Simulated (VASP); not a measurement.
# Cu (P6_3/mmc) in VASP: further runs, part 2 of 2

VASP 6.6.1. The steps go on from the part before.

### Step 3. Single point, r2SCAN

This run uses another cell than the first one, of 11.98 Å³/atom, 1.046 times its volume.

POSCAR

```
Cu
1.0
    2.5694819827      0.0000000000      0.0000000000
   -1.2847409914      2.2252366716      0.0000000000
    0.0000000000      0.0000000000      4.1896022167
Cu
2
Direct
    0.3333333333      0.6666666667      0.7500000000
    0.6666666667      0.3333333333      0.2500000000
```

INCAR.step1

```
PREC = Accurate
ENCUT = 520
ISMEAR = 0
SIGMA = 0.05
LREAL = F
LASPH = T
NELM = 100
NBANDS = 18
GGA = PE
ALGO = Normal
EDIFF = 1E-4
LWAVE = T
LCHARG = F
```

INCAR.step2

```
PREC = Accurate
ENCUT = 520
EDIFF = 1E-6
ISMEAR = 0
SIGMA = 0.05
LREAL = F
LASPH = T
NELM = 100
ALGO = Normal
ISIF = 2
LWAVE = F
LCHARG = F
METAGGA = R2SCAN
LMIXTAU = T
NBANDS = 18
ISTART = 1
```

KPOINTS

```
Automatic mesh
0
Gamma
  18 18 10
```

Potentials or basis: VASP PAW PBE potentials, release 64 (Cu).

The run is started by

```console
> cat potpaw_PBE.64/Cu/POTCAR > POTCAR
> cp INCAR.step1 INCAR
> mpirun -np 1 vasp_std > vasp.out
> cp INCAR.step2 INCAR
> mpirun -np 1 vasp_std > vasp.out
```

OUTCAR:

```text
PREC = Accurate
   ENCUT = 520
   EDIFF = 1E-6
   ISMEAR = 0
   LREAL = F
   LASPH = T
   NELM = 100
   ISIF = 2
   METAGGA = R2SCAN
   ISTART = 1

 ion  position               nearest neighbor table
   1  0.333  0.667  0.750-   2 2.57   2 2.57   2 2.57   2 2.57   2 2.57   2 2.57
   2  0.667  0.333  0.250-   1 2.57   1 2.57   1 2.57   1 2.57   1 2.57   1 2.57

  LATTYP: Found a hexagonal cell.
 ALAT       =     2.5694819827
 C/A-ratio  =     1.6305240686

  Lattice vectors:
[... 693 lines left out ...]

 [... further k-points ...]

------------------------ aborting loop because EDIFF is reached ----------------------------------------

  FORCE on cell =-STRESS in cart. coord.  units (eV):
  Direction    XX          YY          ZZ          XY          YZ          ZX
  --------------------------------------------------------------------------------------
  -------------------------------------------------------------------------------------
  Total       -0.8645932     -0.8645932     -0.8461138      0.0000000      0.0000000      0.0000000
  in kB      -57.8266186    -57.8266186    -56.5906624      0.0000000      0.0000000      0.0000000
  external PRESSURE =     -57.4146332 kB  Pullay stress =       0.0000000 kB

 VOLUME and BASIS-vectors are now :
 -----------------------------------------------------------------------------
  energy-cutoff  :      520.00
  volume of cell :       23.95
      direct lattice vectors                 reciprocal lattice vectors
     2.569481983  0.000000000  0.000000000     0.389183503  0.224695200  0.000000000
    -1.284740991  2.225236672  0.000000000     0.000000000  0.449390401  0.000000000
     0.000000000  0.000000000  4.189602217     0.000000000  0.000000000  0.238686144

 POSITION                                       TOTAL-FORCE (eV/Angst)
 -----------------------------------------------------------------------------------
     -0.00000      1.48349      3.14220         0.000000      0.000000      0.000000
      1.28474      0.74175      1.04740        -0.000000      0.000000      0.000000
 -----------------------------------------------------------------------------------
    total drift:                                0.000000     -0.000000      0.000000

  FREE ENERGIE OF THE ION-ELECTRON SYSTEM (eV)
  ---------------------------------------------------
  free  energy   TOTEN  =       -21.6136709768 eV

  energy  without entropy=      -21.6123311398  energy(sigma->0) =      -21.61300106
```

OSZICAR.step1:

```text
N       E                     dE             d eps       ncg     rms          rms(c)
DAV:   1     0.123065995298E+03    0.12307E+03   -0.10569E+04  8576   0.218E+03
DAV:   2    -0.318232960575E+01   -0.12625E+03   -0.11991E+03  8008   0.286E+02
DAV:   3    -0.916834418709E+01   -0.59860E+01   -0.57632E+01  8948   0.851E+01
DAV:   4    -0.923380294844E+01   -0.65459E-01   -0.65408E-01  9504   0.961E+00
DAV:   5    -0.923464983952E+01   -0.84689E-03   -0.84686E-03  9936   0.941E-01    0.109E+01
DAV:   6    -0.821164423601E+01    0.10230E+01   -0.11411E+01  8504   0.969E+01    0.571E+00
DAV:   7    -0.745795572886E+01    0.75369E+00   -0.23389E+00  8646   0.404E+01    0.725E-01
DAV:   8    -0.744007095348E+01    0.17885E-01   -0.20811E-02 11132   0.207E+00    0.514E-01
DAV:   9    -0.743541185020E+01    0.46591E-02   -0.82927E-03  9158   0.259E+00    0.353E-02
DAV:  10    -0.743543561532E+01   -0.23765E-04   -0.20195E-04  7732   0.221E-01
   1 F= -.74354356E+01 E0= -.74347697E+01  d E =-.133185E-02
```

It took 2 min on 1 thread of Intel Xeon 6975P-C (Granite Rapids), shared host; peak memory 0.2 GiB.

What came out:

| Quantity | Value |
| --- | --- |
| Free energy | -21.6137 eV |
| Pressure | -5.7 GPa |
| Band gap on the k mesh | none (metal or under the smearing width) |

Levels at points of the mesh, in eV from the Fermi level:
```tsv
k point	band 9	band 10	band 11	band 12	band 13	band 14
(0.00, 0.00, 0.00)	-2.49	-1.75	-1.75	-0.92	3.99	22.08
(0.50, 0.00, 0.00)	-1.61	-1.56	0.05	1.68	8.12	8.57
(0.00, 0.00, 0.50)	-1.97	-1.97	-1.97	-1.97	12.97	12.97
(0.50, 0.00, 0.50)	-1.59	-1.59	0.60	0.60	5.08	5.08
```

Caveat: the PAW data sets were made with another functional, which shifts forces and pressure a little.
